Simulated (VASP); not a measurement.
## SnSe: relaxation of shape and atoms at fixed volume with LDA

The system is SnSe.

```
Sn Se
1.0
    11.23743    0.00000    0.00000
     0.00000    4.08973    0.00000
     0.00000    0.00000    4.28861
Sn Se
4 4
Direct
  0.11703 0.25000 0.09234
  0.38297 0.75000 0.59234
  0.61703 0.25000 0.40766
  0.88297 0.75000 0.90766
  0.35769 0.25000 0.02292
  0.14231 0.75000 0.52292
  0.85769 0.25000 0.47708
  0.64231 0.75000 0.97708
```

The cell isn't the ideal one: a relaxed cell with its volume scaled by 0.98.

```json
{"Program": "VASP 6.6.1", "Task": "relaxation of shape and atoms at fixed volume", "Functional": "LDA", "Potentials or basis": "VASP PAW LDA potentials, release 64 (Sn_d, Se)", "Cutoff": "600 eV", "k mesh": "4 × 8 × 8", "Occupations": "gaussian, width 0.03 eV", "Spin": "no spin polarisation", "Further INCAR settings": "ALGO = Normal; EDIFF = 1e-07; IBRION = 2; EDIFFG = -0.01; NSW = 40; ISIF = 4"}
```

* Energy gained by relaxing: 0.6 meV/atom
* Ionic steps: 6
* Pressure after relaxing: 1.0 GPa
* Largest force after relaxing: 0.006 eV/Å
* Band gap on the k mesh: 0.35 eV, indirect (least direct gap 0.72 eV)

Forces in eV/Å, atoms in the order of the input:
```
Sn   0.003  0.000 -0.005
Sn  -0.003  0.000 -0.005
Sn   0.003  0.000  0.005
Sn  -0.003  0.000  0.005
Se  -0.003  0.000  0.000
Se   0.003  0.000  0.000
Se  -0.003  0.000  0.000
Se   0.003  0.000  0.000
```

Stress tensor (GPa, compression positive):
```
0.99 0.00 0.00
0.00 0.98 0.00
0.00 0.00 0.89
```

The path:
| step | energy change (eV) | largest force (eV/Å) | pressure (GPa) |
| --- | --- | --- | --- |
| 1 | 0.0000 | 0.1071 | 1.31 |
| 2 | -0.0027 | 0.0641 | 1.18 |
| 3 | -0.0041 | 0.0202 | 1.01 |
| 4 | -0.0041 | 0.0215 | 0.98 |
| 5 | -0.0044 | 0.0046 | 0.95 |
| 6 | -0.0044 | 0.0055 | 0.95 |

Final structure:
```yaml
crystal:
  lattice:
    - [11.22951, 0.00000, 0.00000]
    - [0.00000, 4.09539, 0.00000]
    - [0.00000, 0.00000, 4.28571]
  atoms:
    - { symbol: Sn, position: [0.11603, 0.25000, 0.09049] }
    - { symbol: Sn, position: [0.38397, 0.75000, 0.59049] }
    - { symbol: Sn, position: [0.61603, 0.25000, 0.40951] }
    - { symbol: Sn, position: [0.88397, 0.75000, 0.90951] }
    - { symbol: Se, position: [0.35828, 0.25000, 0.02462] }
    - { symbol: Se, position: [0.14172, 0.75000, 0.52462] }
    - { symbol: Se, position: [0.85828, 0.25000, 0.47538] }
    - { symbol: Se, position: [0.64172, 0.75000, 0.97538] }
```

Levels at points of the mesh, in eV from the valence-band top:
| k point | band 36 | band 37 | band 38 | band 39 | band 40 | band 41 | band 42 | band 43 | band 44 | band 45 |
| --- | --- | --- | --- | --- | --- | --- | --- | --- | --- | --- |
| (0.00, 0.00, 0.00) | -2.05 | -1.76 | -1.37 | -0.85 | -0.69 | 0.35 | 2.95 | 3.02 | 3.08 | 3.32 |
| (0.50, 0.00, 0.00) | -2.42 | -2.10 | -2.10 | -0.69 | -0.69 | 2.51 | 2.51 | 2.70 | 2.70 | 3.78 |
| (0.00, 0.50, 0.00) | -1.82 | -1.10 | -1.10 | -0.67 | -0.67 | 0.74 | 0.74 | 1.38 | 1.38 | 1.49 |
| (0.50, 0.50, 0.00) | -2.25 | -1.01 | -1.01 | -1.01 | -1.01 | 1.35 | 1.35 | 1.35 | 1.35 | 1.91 |
| (0.00, 0.00, 0.50) | -1.51 | -0.88 | -0.88 | -0.31 | -0.31 | 1.14 | 1.14 | 1.18 | 1.18 | 1.63 |
| (0.50, 0.00, 0.50) | -1.84 | -0.50 | -0.50 | -0.20 | -0.20 | 0.99 | 0.99 | 1.25 | 1.25 | 1.57 |
| (0.00, 0.50, 0.50) | -3.55 | -2.60 | -2.60 | -1.67 | -1.67 | 2.53 | 2.53 | 3.00 | 3.00 | 4.60 |
| (0.50, 0.50, 0.50) | -4.25 | -1.73 | -1.73 | -1.73 | -1.73 | 2.26 | 2.26 | 2.26 | 2.26 | 5.04 |

Run time: 13 min on 2 MPI ranks on Intel(R) Xeon(R) 6975P-C (Granite Rapids), on a shared host, peak memory 0.74 GiB a rank.

Caveat: spin-orbit coupling is left out, which moves the levels of the heavy elements. A k mesh can miss the band edges.
